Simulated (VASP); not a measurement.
# Al2O3 (P-6m2) in VASP: further runs, part 2 of 2

VASP 6.6.1.

### Step 3. Dielectric tensor, PBE

Input file INCAR:

```
ALGO = Normal
EDIFF = 1E-8
ENCUT = 400
GGA = PE
ISIF = 2
ISMEAR = 0
LASPH = True
LCHARG = False
LEPSILON = True
LREAL = False
LWAVE = False
NELM = 100
PREC = Accurate
SIGMA = 0.01
```

Input file KPOINTS:

```
k-points
0
Gamma
  10 10 3
```

Input file POSCAR:

```
Al2O3
1.0
    2.8843249483      0.0000000000      0.0000000000
   -1.4421624742      2.4978986780      0.0000000000
    0.0000000000      0.0000000000      9.3367544600
Al O
2 3
Direct
    0.0000000000      0.0000000000      0.8500076700
    0.0000000000      0.0000000000      0.1499923300
    0.3333333333      0.6666666667      0.7776830800
    0.6666666667      0.3333333333      0.0000000000
    0.3333333333      0.6666666667      0.2223169200
```

Potentials or basis: VASP PAW PBE potentials, release 64 (Al, O).

On the command line:

```sh
$ cat potpaw_PBE.64/Al/POTCAR potpaw_PBE.64/O/POTCAR > POTCAR
$ mpirun -np 1 vasp_std > vasp.out
```

OUTCAR:

```text
EDIFF = 1E-8
   ENCUT = 400
   GGA = PE
   ISIF = 2
   ISMEAR = 0
   LASPH = True
   LEPSILON = True
   LREAL = False
   NELM = 100
   PREC = Accurate

 Found     28 irreducible k-points:

 Following reciprocal coordinates:
            Coordinates               Weight
  0.000000  0.000000  0.000000      1.000000
  0.100000  0.000000  0.000000      6.000000
  0.200000  0.000000  0.000000      6.000000
  0.300000 -0.000000  0.000000      6.000000
  0.400000 -0.000000  0.000000      6.000000
  0.500000  0.000000  0.000000      3.000000
   k-points           NKPTS =     28   k-points in BZ     NKDIM =     28   number of bands    NBANDS=     16
   number of dos      NEDOS =    301   number of ions     NIONS =      5
   total plane-waves  NPLWV =  25600
   dimension x,y,z NGX =    20 NGY =   20 NGZ =   64
   dimension x,y,z NGXF=    40 NGYF=   40 NGZF=  128
   ions per type =               2   3
   NGX,Y,Z   is equivalent  to a cutoff of  11.53, 11.53, 11.40 a.u.
   NGXF,Y,Z  is equivalent  to a cutoff of  23.06, 23.06, 22.79 a.u.
 SYSTEM =  unknown system
   PREC   = accura    normal or accurate (medium, high low for compatibility)
   ISTART =      0    job   : 0-new  1-cont  2-samecut
   ICHARG =      2    charge: 1-file 2-atom 10-const
   ISPIN  =      1    spin polarized calculation?
   LNONCOLLINEAR =      F non collinear calculations
   LSORBIT =      F    spin-orbit coupling
   LASPH  =      T    aspherical Exc in radial PAW
   ENCUT  =  400.0 eV  29.40 Ry    5.42 a.u.   4.70  4.70 15.23*2*pi/ulx,y,z
   NELM   =    100;   NELMIN=  2; NELMDL= -5     # of ELM steps
   EDIFF  = 0.1E-07   stopping-criterion for ELM
   LREAL  =      F    real-space projection
   EDIFFG = 0.1E-06   stopping-criterion for IOM
   NSW    =      0    number of steps for IOM
   IBRION =     -1    ionic relax: 0-MD 1-quasi-New 2-CG
   NFREE  =      0    steps in history (QN), initial steepest desc. (CG)
   ISIF   =      2    stress and relaxation
   ISYM   =      2    0-nonsym 1-usesym 2-fastsym
   POTIM  = 0.5000    time-step for ionic-motion
   TEBEG  =    0.0;   TEEND  =   0.0 temperature during run
[... 198 lines left out ...]
  ---------------------------------------------------
  free energy    TOTEN  =        -0.34357363 eV

  energy without entropy =       -0.34357363

------------------------ aborting loop because EDIFF is reached ----------------------------------------

--------------------------------------- Ionic step        2  -------------------------------------------

------------------------ aborting loop because EDIFF is reached ----------------------------------------

--------------------------------------- Ionic step        3  -------------------------------------------

 Free energy of the ion-electron system (eV)
  ---------------------------------------------------
  ---------------------------------------------------
  free energy    TOTEN  =        -0.18958199 eV

  energy without entropy =       -0.18958199

------------------------ aborting loop because EDIFF is reached ----------------------------------------

 PIEZOELECTRIC TENSOR FIELD DIRECTION 3  (e Angst)
 -----------------------------------------------------------------------------
    -0.00013 -0.00000  0.00000           ( -0.00000  0.00000  0.00000)
     0.00000 -0.00013  0.00000           (  0.00000 -0.00000  0.00000)
    -0.00000  0.00000  0.00034           (  0.00000  0.00000 -0.00000)

 PIEZOELECTRIC TENSOR FIELD DIRECTION 3  (C/m^2)
 -----------------------------------------------------------------------------
    -0.00003 -0.00000  0.00000
     0.00000 -0.00003  0.00000
    -0.00000  0.00000  0.00008

 MACROSCOPIC STATIC DIELECTRIC TENSOR (including local field effects in DFT)
 ------------------------------------------------------
           2.685831    -0.000000     0.000000
          -0.000000     2.685831    -0.000000
           0.000000     0.000000     1.940096
 ------------------------------------------------------

 PIEZOELECTRIC TENSOR (including local field effects)  for field in x, y, z        (e  Angst)
          XX          YY          ZZ          XY          YZ          ZX
  --------------------------------------------------------------------------------
  x     0.00000    -0.00000    -0.00000    -0.07380     0.00000     0.00000
  y    -0.07380     0.07380    -0.00000    -0.00000     0.00000     0.00000
  z     0.00000     0.00000     0.00000     0.00000     0.00000     0.00000

 PIEZOELECTRIC TENSOR (including local field effects)  for field in x, y, z        (C/m^2)
          XX          YY          ZZ          XY          YZ          ZX
  --------------------------------------------------------------------------------
  x     0.00000    -0.00000    -0.00000    -0.01758     0.00000     0.00000
  y    -0.01758     0.01758    -0.00000    -0.00000     0.00000     0.00000
  z     0.00000     0.00000     0.00000     0.00000     0.00000     0.00000

 BORN EFFECTIVE CHARGES (including local field effects) (in |e|, cummulative output)
 ---------------------------------------------------------------------------------
 ion    1
    1     3.02267    -0.00000     0.00000
    2    -0.00000     3.02267     0.00000
    3     0.00000    -0.00000     1.52034
 ion    2
    1     3.02267    -0.00000     0.00000
    2    -0.00000     3.02267     0.00000
    3     0.00000     0.00000     1.52034
 ion    3
    1    -1.90259     0.00000    -0.00000
    2     0.00000    -1.90259     0.00000
    3     0.00000     0.00000    -0.91681
 ion    4
    1    -2.24017     0.00000     0.00000
    2     0.00000    -2.24017     0.00000
    3    -0.00000     0.00000    -1.20707
 ion    5
    1    -1.90259     0.00000     0.00000
    2     0.00000    -1.90259     0.00000
    3     0.00000     0.00000    -0.91681
```

stdout:

```text
POSCAR found type information on POSCAR AlO
 POSCAR found :  2 types and       5 ions
 scaLAPACK will be used
 LDA part: xc-table for (Slater+PW92), standard interpolation
 POSCAR, INCAR and KPOINTS ok, starting setup
 FFT: planning ... GRIDC
 FFT: planning ... GRID_SOFT
 FFT: planning ... GRID
 WAVECAR not read
 entering main loop
 Linear response reoptimize wavefunctions to high precision
 Linear response G [H, r] |phi>, progress :
  Direction:   1
 Linear response G [H, r] |phi>, progress :
  Direction:   2
 Linear response G [H, r] |phi>, progress :
  Direction:   3
 Linear response to external field (no local field effect), progress :
  Direction:   1
 dielectric tensor                  component  1 :     2.542    -0.465    -0.003
 Linear response to external field (no local field effect), progress :
  Direction:   2
 dielectric tensor                  component  2 :    -0.465     2.953    -0.003
 Linear response to external field (no local field effect), progress :
  Direction:   3
 dielectric tensor                  component  3 :    -0.003    -0.003     2.582
 Linear response to external field, progress :
  Direction:   1
 dielectric tensor                  component  1 :     2.686     0.000     0.001
 Linear response to external field, progress :
  Direction:   2
 dielectric tensor                  component  2 :    -0.174     2.686    -0.003
 Linear response to external field, progress :
  Direction:   3
 dielectric tensor                  component  3 :    -0.002    -0.004     1.940
 Born effective charges drift removed
```

Run time: 4.4 min. Hardware: 1 thread of AMD EPYC 7R13 (Zen 3), shared host; peak memory 0.25 GiB.

These settings aren't checked as converged: the numbers below hold their error.

What came out:

- Band gap on the k mesh: 4.77 eV, indirect (least direct gap 5.01 eV)
- Electronic dielectric tensor (diagonal): 2.69, 2.69, 1.94
- Born charges (mean of the diagonal): Al +2.52; O -1.57, -1.90 e

Caveat: an odd mesh through Γ misses points on the zone boundary, where band edges often lie.
